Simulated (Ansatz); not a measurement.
**Se (P3_121) under several functionals**

Plane-wave DFT in Ansatz with scalar-relativistic PAW potentials. The same structure was relaxed (cell and atoms, symmetry kept) in separate runs at each level. No spin polarisation.

| level | cutoff (eV) | k mesh | V (Å³/atom) | a (Å) | c (Å) | gap (eV) | B0 (GPa) |
| --- | --- | --- | --- | --- | --- | --- | --- |
| PBE+D3(BJ) | 420 | 12×12×8 | 24.474 | 4.066 | 5.127 | 0.47 | – |
| r2SCAN | 500 | 6×6×6 | 29.238 | 4.505 | 4.992 | 1.33 | 9 |
| PBE | 420 | 6×6×6 | 29.821 | 4.526 | 5.044 | 1.03 | 5 |

Task: Where does PBEsol (420 eV, k mesh 12×12×8) fall?

Result: V (Å³/atom) 24.132, a (Å) 4.042, c (Å) 5.118, gap (eV) 0.40, B0 (GPa) 23. Its volume is the smallest of the set. The usual order of volumes, PBEsol < PBE, holds here (24.132, 29.821 Å³/atom). As a rule PBEsol, built on the gradient expansion of slowly varying densities, lies between LDA and PBE; PBE's stronger gradient term for exchange weakens bonds. Adding D3 to PBE changes the volume by -17.9 %; the term is attractive, so it pulls cells in, most where layers or molecules are weakly bound. r2SCAN lies 2.0 % under PBE in volume. B0 goes from 22.6 to 4.5 GPa as the volume grows by 23.6 %; on one curve with B' = 9.4 the volume alone, B ∝ V^(−B'), would give 3.1 GPa, and the rest of the difference is the functional's own stiffness. Each gap belongs to its own cell, so it mixes the functional's effect with that of the volume; gaps are the least found on the k mesh or on a band path.